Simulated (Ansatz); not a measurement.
Bi: equation of state with PBE0

Crystal: Bi.

```
Bi
1.0
     3.23838    0.00000    0.00000
     0.00000    3.22164    0.00000
    -0.08045    0.00000    6.44389
Bi
2
Cartesian
  1.7022 0.0000 4.8302
  1.4558 0.0000 1.6137
```

This isn't the form of Bi at room conditions, which is rhombohedral.

```yaml
Program: Ansatz 0.2.0
Task: equation of state
Functional: PBE0
Potentials_or_basis: Ansatz PAW
Cutoff: 420 eV
Density_cutoff: 1680 eV
k_mesh: 6 × 6 × 4
Occupations: fermi-dirac, width 0.05 eV
Spin: no spin polarisation
```

The equilibrium volume is 33.91 Å³/atom and the bulk modulus at fixed shape and positions is 54 GPa. The pressure derivative of the bulk modulus is 4.5 (rough: it moves with the points fitted).

Energy against volume, from the lowest point:
| volume (Å³/atom) | energy (meV/atom) |
| --- | --- |
| 31.597 | 29.99 |
| 32.270 | 14.21 |
| 32.942 | 4.46 |
| 33.614 | 0.00 |
| 34.286 | 0.15 |
| 34.959 | 4.63 |
| 35.631 | 12.98 |

All runs of the series together: 3 min on 2 threads of AMD EPYC 7R13 Processor (Zen 3), on a shared host.

Caveat: the cell was scaled at fixed shape and fractional positions, which overstates the stiffness of a crystal with free parameters, most of all of layers and chains; the PAW data sets were made with another functional, which shifts forces and pressure a little.
